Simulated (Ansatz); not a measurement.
## A series in volume scale on Si

Periodic Kohn-Sham DFT of a crystal at fixed atoms, scaled to volume_scale times the given cell; pressure positive in compression, energy less spherical unpolarised free atoms, largest_vzz the field gradient of largest size among the nuclei. The results are calculated, by Ansatz 0.2.0.

The cell before it is scaled or strained (space group Fd-3m, No. 227):
```
cell vectors (Å)
   0.0000     2.7155     2.7155
   2.7155     0.0000     2.7155
   2.7155     2.7155     0.0000
atoms (fractions of the cell vectors)
Si  0.50000  0.50000  0.50000
Si  0.75000  0.75000  0.75000
```

Settings of every row: method frozen-core PAW; functional PBE; relativity scalar; k mesh 11x11x11; filling fermi-dirac; smearing width 0.08 eV; wave cutoff 420 eV; paw set soft_2.

Atom start moment: 0 on all atoms.

| row | volume scale | V (Å³/atom) | pressure (GPa) |
| --- | --- | --- | --- |
| 1 | 0.94 | 18.822 | 8.848 |
| 2 | 0.9405 | 18.833 | 8.781 |
| 3 | 0.96 | 19.223 | 6.33 |
| 4 | 0.97 | 19.423 | 5.165 |
| 5 | 0.98 | 19.623 | 4.058 |
| 6 | 1 | 20.023 | 2.009 |
| 7 | 1.01 | 20.224 | 1.061 |
| 8 | 1.02 | 20.424 | 0.16 |
| 9 | 1.03 | 20.625 | -0.694 |
| 10 | 1.04 | 20.825 | ? |
| 11 | 1.06 | 21.225 | -3.005 |

Question: what pressure should row 10 give?

Worked fit of pressure. Take u = (V_r/V)^(2/3) − 1 with V_r = 19.823 Å³ an atom, which is twice the finite (Eulerian) strain; such expansions in the strain, on which the Birch-Murnaghan equation of state is built, carry the rest volume and the bulk modulus. The shown rows have u = 0.03515, 0.03474, 0.0207, 0.01368, 0.00678, -0.00667, -0.01326, -0.01971, -0.02609, -0.04454. Least squares give pressure = 3.0088 + 152.154 × u + 393.61 × u² + 194 × u³ GPa; a parabola predicts inner rows, each left out in turn, worse (root mean square 0.0047 against 0.0029 GPa). The rows lie off it by -0.004, 0.003, 0.001, 0.001, -0.001, -0.002, 0.001, -0.001, 0.002, -0.001. The pressure vanishes at u = -0.0209, or V = 20.46 Å³ an atom, and there the bulk modulus at fixed shape and fractions is B = −V dP/dV = (2/3)(1 + u) dP/du = 88.7 GPa. The withheld row has u = -0.03234, so the fit gives 3.0088 + 152.154 × (-0.03234) + 393.61 × (-0.03234)² + 194 × (-0.03234)³ = -1.507 GPa.

The calculation gave -1.505 GPa. The fit lies 0.002 GPa (0.017 % of the column's range) below it; its largest miss of a shown row is 0.004 GPa.
